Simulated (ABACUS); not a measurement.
Crystal: Ag.

```
Ag
1.0
     0.00000    2.04275    2.04275
     2.04275    0.00000    2.04275
     2.04275    2.04275    0.00000
Ag
1
Cartesian
  0.0000 0.0000 0.0000
```

- Program: ABACUS 3.10.1
- Task: relaxation of cell and atoms
- Functional: AM05
- Potentials or basis: Ansatz NC PBE
- Cutoff: 966 eV
- Density cutoff: 3864 eV
- Basis: plane waves
- k mesh: 9 × 9 × 9
- Occupations: fermi-dirac, width 0.05 eV
- Spin: no spin polarisation

At the start: pressure -2.6 GPa; volume 17.05 Å³/atom.

Where does the relaxation end?

Over 3 steps the energy falls by 3.5 meV/atom and the volume is 16.64 Å³/atom (-2.4 %); space group Fm-3m (No. 225, to 0.05 Å).

Step by step:
```
step  energy change (eV)  largest force (eV/Å)  pressure (GPa)  volume (Å³)
   1              0.0000                0.0000           -2.55        17.05
   2             -0.0017                0.0000            2.06        16.36
   3             -0.0035                0.0000            0.02        16.64
```

Final structure:
```
Ag
1.0
     0.00000    2.02613    2.02613
     2.02613    0.00000    2.02613
     2.02613    2.02613    0.00000
Ag
1
Direct
  0.00000 0.00000 0.00000
```

Caveat: the potentials were made for another functional, which shifts forces and pressure.
